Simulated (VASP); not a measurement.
# Ta (Im-3m) in VASP: further runs, part 2 of 2

VASP 6.6.1. The steps go on from the part before.

### 5 Relaxation of cell and atoms, LDA, target pressure 50.2 GPa, at which the enthalpy is minimised

This run uses another cell than the first one, of 18.01 Å³/atom, 1.110 times its volume.

File INCAR:

```
ALGO = Normal
EDIFF = 1E-6
EDIFFG = -0.01
ENCUT = 600
IBRION = 2
ISIF = 3
ISMEAR = 1
LASPH = T
LCHARG = F
LREAL = F
LWAVE = F
NELM = 80
NSW = 90
PREC = Accurate
PSTRESS = 502.0
SIGMA = 0.1
```

File KPOINTS:

```
k-points
0
Gamma
  16 16 16
```

File POSCAR:

```
Ta
1.0
   -1.6512800000      1.6512800000      1.6512800000
    1.6512800000     -1.6512800000      1.6512800000
    1.6512800000      1.6512800000     -1.6512800000
Ta
1
Direct
    0.0000000000      0.0000000000      0.0000000000
```

Potentials or basis: VASP PAW LDA potentials, release 64 (Ta_pv).

Launch:

```
cat potpaw_LDA.64/Ta_pv/POTCAR > POTCAR
mpirun -np 1 vasp_std > vasp.out
```

It took 57 s on 1 thread of Intel Xeon Platinum 8488C (Sapphire Rapids), shared host; peak memory 0.18 GiB.

The run converged. Its results:

```
Free energy                                            : -12.4603 eV
Relaxed volume                                         : 14.59 Å³/atom
Relaxed cell                                           : a = 2.666 Å, b = 2.666 Å, c = 2.666 Å, α = 109.47°, β = 109.47°, γ = 109.47°
Space group after relaxing (to 0.05 Å)                 : Im-3m (No. 229)
Energy change on relaxing (the enthalpy is what falls) : +343.6 meV/atom
Ionic steps                                            : 19
Pressure after relaxing                                : 50.2 GPa
Band gap on the k mesh                                 : none (metal or under the smearing width)
```

Step by step:
| step | energy change (eV) | largest force (eV/Å) | pressure (GPa) | volume (Å³) |
| --- | --- | --- | --- | --- |
| 1 | 0.0000 | 0.0000 | -8.24 | 18.01 |
| 2 | 30.6752 | 0.0000 | 2282.10 | 5.74 |
| 3 | 0.1170 | 0.0000 | 27.64 | 15.54 |
| 4 | 0.1849 | 0.0000 | 34.97 | 15.19 |
| 5 | 0.3585 | 0.0000 | 51.62 | 14.54 |
| 6 | 0.3381 | 0.0000 | 49.73 | 14.61 |
| 7 | 0.3382 | 0.0000 | 49.72 | 14.61 |
| 8 | 0.3387 | 0.0000 | 49.72 | 14.60 |
| 9 | 0.3387 | 0.0000 | 49.78 | 14.60 |
| 10 | 0.3387 | 0.0000 | 49.78 | 14.60 |
| 11 | 0.3387 | 0.0000 | 49.78 | 14.60 |
| 12 | 0.3387 | 0.0000 | 49.78 | 14.60 |
| 13 | 0.3388 | 0.0000 | 49.79 | 14.60 |
| 14 | 0.3388 | 0.0000 | 49.79 | 14.60 |
| 15 | 0.3390 | 0.0000 | 49.79 | 14.60 |
| 16 | 0.3393 | 0.0000 | 49.80 | 14.60 |
| 17 | 0.3399 | 0.0000 | 49.81 | 14.60 |
| 18 | 0.3411 | 0.0000 | 49.99 | 14.60 |
| 19 | 0.3436 | 0.0000 | 50.23 | 14.59 |

Final structure:
```
CELL_PARAMETERS angstrom
-1.53930 1.53930 1.53930
1.53930 -1.53930 1.53930
1.53930 1.53930 -1.53930
ATOMIC_POSITIONS crystal
Ta 0.00000 0.00000 0.00000
```

Levels at points of the mesh, in eV from the Fermi level:
```csv
k point,band 3,band 4,band 5,band 6,band 7,band 8
"(0.00, 0.00, 0.00)",-32.08,-8.58,0.58,0.58,0.58,4.64
"(0.50, 0.00, 0.00)",-32.11,-5.46,-2.37,3.01,4.72,5.99
"(0.50, 0.50, 0.50)",-33.64,-5.31,-5.31,8.64,8.64,8.64
```

Caveat: the cell is relaxed towards a set pressure, so the enthalpy falls and the energy may rise; the volume moved by over 15 % at a fixed basis, so the end points are rough. LDA usually gives volumes a few per cent too small.

### 6 Relaxation of cell and atoms, LDA, target pressure 50.2 GPa, at which the enthalpy is minimised

This run uses another cell than the first one, of 14.59 Å³/atom, 0.899 times its volume.

Edit INCAR of step 5 so:

```diff
@@ -1,4 +1,4 @@
 ALGO = Normal
-EDIFF = 1E-6
-EDIFFG = -0.01
+EDIFF = 1E-7
+EDIFFG = -0.005
 ENCUT = 600
```

KPOINTS is that of step 5.

File POSCAR:

```
Ta                                      
1.0
   -1.5392990998      1.5392990998      1.5392990998
    1.5392990998     -1.5392990998      1.5392990998
    1.5392990998      1.5392990998     -1.5392990998
  Ta            
     1
Direct
     0.0000000000000000    1.0000000000000000    1.0000000000000000
```

Potentials or basis: VASP PAW LDA potentials, release 64 (Ta_pv).

Launch:

```
cat potpaw_LDA.64/Ta_pv/POTCAR > POTCAR
mpirun -np 1 vasp_std > vasp.out
```

OUTCAR:

```text
EDIFF = 1E-7
   EDIFFG = -0.005
   ENCUT = 600
   IBRION = 2
   ISIF = 3
   ISMEAR = 1
   LASPH = T
   LREAL = F
   NELM = 80
   NSW = 90
   PREC = Accurate
   PSTRESS = 502.0

 ion  position               nearest neighbor table
   1  0.000  0.000  0.000-

  LATTYP: Found a body centered cubic cell.
 ALAT       =     3.0785981996

  Lattice vectors:

 A1 = (  -1.5392990998,   1.5392990998,   1.5392990998)
 A2 = (   1.5392990998,  -1.5392990998,   1.5392990998)
 A3 = (   1.5392990998,   1.5392990998,  -1.5392990998)

Analysis of symmetry for initial positions (statically):
=====================================================================
 Subroutine PRICEL returns:
 Original cell was already a primitive cell.

 Routine SETGRP: Setting up the symmetry group for a
 body centered cubic supercell.

 Subroutine GETGRP returns: Found 48 space group operations
[... 169 lines left out ...]
 cond. band min:       7.3302169034   @ k =   0.1250   0.0625   0.0000
 fundamental gap:      0.0132490461
 Fermi energy:         7.3188565997

 k-point     1 :       0.0000    0.0000    0.0000
  band No.  band energies     occupation
      1     -24.7579      2.00000
      2     -24.7579      2.00000
      3     -24.7579      2.00000
      4      -1.2658      2.00000
      5       7.8949     -0.00000
      6       7.8949     -0.00000
      7       7.8949     -0.00000
      8      11.9605      0.00000
      9      11.9605      0.00000
[... 265 lines left out ...]
 k-point    24 :       0.2500    0.1875    0.0000
  band No.  band energies     occupation
      1     -26.5888      2.00000
      2     -25.5192      2.00000
      3     -24.9661      2.00000
      4       3.2605      2.00000
      5       5.5085      2.00000
      6       6.7229      2.00000
      7      11.1845      0.00000
      8      13.2855      0.00000
      9      15.9158      0.00000

 [... further k-points ...]

------------------------ aborting loop because EDIFF is reached ----------------------------------------

  FORCE on cell =-STRESS in cart. coord.  units (eV):
  Direction    XX          YY          ZZ          XY          YZ          ZX
  --------------------------------------------------------------------------------------
  -------------------------------------------------------------------------------------
  Total        4.5737288      4.5737288      4.5737288      0.0000000      0.0000000     -0.0000000
  in kB      502.2870208    502.2870208    502.2870208      0.0000000      0.0000000     -0.0000000
  external PRESSURE =       0.2870208 kB  Pullay stress =     502.0000000 kB

 VOLUME and BASIS-vectors are now :
 -----------------------------------------------------------------------------
  energy-cutoff  :      600.00
  volume of cell :       14.59
      direct lattice vectors                 reciprocal lattice vectors
    -1.539299100  1.539299100  1.539299100     0.000000000  0.324823161  0.324823161
     1.539299100 -1.539299100  1.539299100     0.324823161  0.000000000  0.324823161
     1.539299100  1.539299100 -1.539299100     0.324823161  0.324823161  0.000000000

 POSITION                                       TOTAL-FORCE (eV/Angst)
 -----------------------------------------------------------------------------------
      0.00000      0.00000      0.00000        -0.000000      0.000000     -0.000000
 -----------------------------------------------------------------------------------
    total drift:                               -0.000000      0.000000      0.000000

  FREE ENERGIE OF THE ION-ELECTRON SYSTEM (eV)
  ---------------------------------------------------
  free  energy   TOTEN  =       -12.4598316920 eV

  energy  without entropy=      -12.4597575515  energy(sigma->0) =      -12.45980698

  enthalpy is  TOTEN    =        -7.8887164303 eV   P V=        4.5711152617

 reached required accuracy - stopping structural energy minimisation
```

OSZICAR:

```text
N       E                     dE             d eps       ncg     rms          rms(c)
DAV:   1     0.514688908985E+02    0.51469E+02   -0.71127E+03  2618   0.134E+03
DAV:   2    -0.121081531843E+02   -0.63577E+02   -0.62557E+02  3320   0.271E+02
DAV:   3    -0.128215483525E+02   -0.71340E+00   -0.68588E+00  2973   0.274E+01
DAV:   4    -0.128256979130E+02   -0.41496E-02   -0.41480E-02  3002   0.172E+00
DAV:   5    -0.128257236489E+02   -0.25736E-04   -0.25735E-04  3000   0.111E-01    0.194E+01
DAV:   6    -0.125588238478E+02    0.26690E+00   -0.21843E-01  2716   0.592E+00    0.102E+01
DAV:   7    -0.124616786746E+02    0.97145E-01   -0.20804E-01  2719   0.553E+00    0.434E-01
DAV:   8    -0.124598268591E+02    0.18518E-02   -0.28701E-03  2993   0.768E-01    0.532E-02
DAV:   9    -0.124598305807E+02   -0.37216E-05   -0.18244E-05  2906   0.533E-02    0.324E-02
DAV:  10    -0.124598316936E+02   -0.11129E-05   -0.23011E-06  3100   0.192E-02    0.228E-03
DAV:  11    -0.124598316920E+02    0.15677E-08   -0.32537E-08  1652   0.226E-03
   1 F= -.78887164E+01 E0= -.78886917E+01  d E =-.788872E+01
```

Run time: 8.4 s. Hardware: 1 thread of Intel Xeon Platinum 8488C (Sapphire Rapids), shared host; peak memory 0.15 GiB.

Results:

| Property | Result |
| --- | --- |
| Free energy | -12.4598 eV |
| Pressure after relaxing | 50.2 GPa |
| Band gap on the k mesh | none (metal or under the smearing width) |

Final structure:
```
Ta
1.0
    -1.53930    1.53930    1.53930
     1.53930   -1.53930    1.53930
     1.53930    1.53930   -1.53930
Ta
1
Direct
  0.00000 0.00000 0.00000
```

Levels at points of the mesh, in eV from the Fermi level:
```csv
k point,band 3,band 4,band 5,band 6,band 7,band 8
"(0.00, 0.00, 0.00)",-32.08,-8.58,0.58,0.58,0.58,4.64
"(0.50, 0.00, 0.00)",-32.11,-5.46,-2.37,3.01,4.72,5.99
"(0.50, 0.50, 0.50)",-33.64,-5.31,-5.31,8.64,8.64,8.64
```

Caveat: the relaxation stopped at its first step, so nothing moved; the cell is relaxed towards a set pressure, so the enthalpy falls and the energy may rise.

### 7 Summary

```tsv
level	potentials or basis	cell	target pressure	gap on the mesh (eV)	pressure (GPa)
PBEsol	VASP PAW PBE potentials, release 64 (Ta_pv)	relaxed to 20.8 GPa	20.8 GPa	none	20.8
PBEsol	VASP PAW PBE potentials, release 64 (Ta_pv)	relaxed	-	none	0.0
LDA	VASP PAW LDA potentials, release 64 (Ta_pv)	relaxed to 50.2 GPa	50.2 GPa	none	50.2
```

Alike in all rows: task relaxation of cell and atoms; no spin polarisation; k mesh 16 × 16 × 16; cutoff (eV) 600; smearing methfessel-paxton 0.1 eV.

Caveats: the relaxation stopped at its first step, so nothing moved; the cell is relaxed towards a set pressure, so the enthalpy falls and the energy may rise (some runs); the PAW data sets were made with another functional, which shifts forces and pressure a little (some runs).

Total energies depend on the potentials used, so only differences within one code and one set of settings carry meaning.
